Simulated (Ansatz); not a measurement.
**P: a trial structure relaxed**

Aim: relax a trial structure of P and see where it ends.

Program: Ansatz 0.2.0. Level of theory: DFT PBE, scalar-relativistic, plane waves, PAW. These are calculated values, not measurements.

### 1 The starting structure

It takes space group P6_122 (No. 178, hexagonal). Conventional cell: a = 4.925 Å, b = 4.925 Å, c = 4.663 Å, α = 90.00°, β = 90.00°, γ = 120.00°. P (site symmetry 2) is surrounded by 4 P at 2.14 Å.

Structure file:

```cif
data_structure
_symmetry_space_group_name_H-M 'P6_122'
_symmetry_Int_Tables_number 178
_cell_length_a 4.9255
_cell_length_b 4.9255
_cell_length_c 4.6631
_cell_angle_alpha 90.000
_cell_angle_beta 90.000
_cell_angle_gamma 120.000
_cell_volume 97.97
loop_
_atom_site_label
_atom_site_type_symbol
_atom_site_symmetry_multiplicity
_atom_site_Wyckoff_symbol
_atom_site_fract_x
_atom_site_fract_y
_atom_site_fract_z
_atom_site_occupancy
P1 P 6 b 0.23404 0.46808 0.25000 1
```

Recipe of the guess: 4-connected net of one element (P6_122, No. 178). Lengths come from tabulated atomic sizes and are only a guess.

### 2 The guess as it stands, on a coarse mesh

File input.yaml:

```yaml
crystal:
  lattice:
    - [4.92545944, 0.0, 0.0]
    - [-2.46272972, 4.265573, 0.0]
    - [0.0, 0.0, 4.66306573]
  atoms:
    - { symbol: P, position: [0.23404053, 0.46808105, 0.25] }
    - { symbol: P, position: [0.53191895, 0.76595947, 0.58333333] }
    - { symbol: P, position: [0.23404053, 0.76595947, 0.91666667] }
    - { symbol: P, position: [0.76595947, 0.53191895, 0.75] }
    - { symbol: P, position: [0.46808105, 0.23404053, 0.08333333] }
    - { symbol: P, position: [0.76595947, 0.23404053, 0.41666667] }
basis:
  ecutwfc: 420
kpoints:
  mp_grid: { grid: [6, 6, 4] }
hamiltonian:
  xc: pbe
scf:
  occupations: { method: gaussian, width: 0.1 }
  lower_state_search: "off"
output:
  forces: true
  stress: true
  eigenvalues: true
```

Run with:

```bash
> ansatz run input.yaml --threads 1 --pin off --max-ram 2560MiB --backend cpu --events-out ev --progress --plain --runs-dir out
```

The session goes on with these runs: a loose first relaxation; full relaxation.

What does the calculation give? Wanted: conventional cell; volume; energy over the standard state, black P; gap on the mesh.

As calculated:

```
                               quantity                                                                       value
 symmetry at the end (tolerance 0.05 Å)                                                space group P6_122 (No. 178)
                      conventional cell  a = 5.869 Å, b = 5.869 Å, c = 4.911 Å, α = 90.00°, β = 90.00°, γ = 120.00°
                                 volume                                                               24.41 Å³/atom
energy over the standard state, black P                                                               +0.41 eV/atom
                        gap on the mesh                                                                none (metal)
```

In words: The space group P6_122 (No. 178) is kept, and the volume per atom grows by 49.5 % from the first guess. It lies above the element's standard state, so it is metastable at best. No finished test with a distortion of lower symmetry is shown, so the end may be a saddle point.
